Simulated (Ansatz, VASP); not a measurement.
**One calculation of GaP, two programs**

Contents of INCAR:

```
  PREC = Accurate
  ENCUT = 520
  EDIFF = 1E-6
  ISMEAR = -1
  SIGMA = 0.08
  LREAL = F
  LASPH = T
  NELM = 80
  ALGO = Normal
  ISIF = 2
  LWAVE = F
  LCHARG = F
  GGA = PS
  NBANDS = 16
```

Contents of KPOINTS:

```
regular mesh
0
Gamma
  12 12 12
```

POSCAR

```
GaP
1.0
    0.0000000000      2.7252500000      2.6979975000
    2.7252500000      0.0000000000      2.6979975000
    2.7252500000      2.7252500000      0.0000000000
Ga P
1 1
Direct
    0.0000000000      0.0000000000      0.0000000000
    0.7500000000      0.7500000000      0.7500000000
```

Input for Ansatz:

```yaml
crystal:
  lattice:
    - [0.0, 2.72525, 2.6979975]
    - [2.72525, 0.0, 2.6979975]
    - [2.72525, 2.72525, 0.0]
  atoms:
    - { symbol: Ga, position: [0.0, 0.0, 0.0] }
    - { symbol: P, position: [0.75, 0.75, 0.75] }
kpoints:
  mp_grid: { grid: [12, 12, 12] }
  band_path:
    path:
      - [0.0, 0.0, 0.0]
      - [0.0, 0.5, 0.5]
      - [0.25, 0.75, 0.5]
      - [0.0, 0.5, 0.0]
      - [0.0, 0.0, 0.0]
      - [0.5, 0.5, 0.0]
      - [0.3775380063, 0.6224619937, 0.0]
      - [-0.3775380063, 0.3775380063, 0.0]
      - [0.0, 0.0, 0.0]
    npoints: 5
scf:
  occupations: { method: fermi_dirac, width: 0.08 }
hamiltonian:
  xc: pbesol
  pseudopotentials: { kind: all_electron, lapw: { basis_error: 0.0005 } }
output:
  forces: true
  stress: true
  eigenvalues: true
```

Change from the starting cell: zz strain of -1 %.

Alike in both runs: task single point; functional PBEsol; k mesh 12 × 12 × 12; occupations fermi-dirac, width 0.08 eV; no spin polarisation.

|  | VASP | Ansatz |
| --- | --- | --- |
| version | VASP 6.6.1 | Ansatz 0.2.0 |
| potentials or method | VASP PAW PBE potentials, release 64 (Ga_d, P) | all-electron LAPW, scalar-relativistic |
| plane-wave cutoff (eV) | 520 | see its input |

|  | VASP | Ansatz | Ansatz less VASP |
| --- | --- | --- | --- |
| pressure (GPa) | 0.2 | 0.3 | +0.08 |
| largest component of the traceless stress (GPa) | 0.49 | 0.49 | -0.001 |

Ansatz ran all-electron here, so the differences hold the error of VASP's frozen core and of both bases.

Caveats: the PAW data sets were made with another functional, which shifts forces and pressure a little (VASP). A k mesh can miss the band edges.
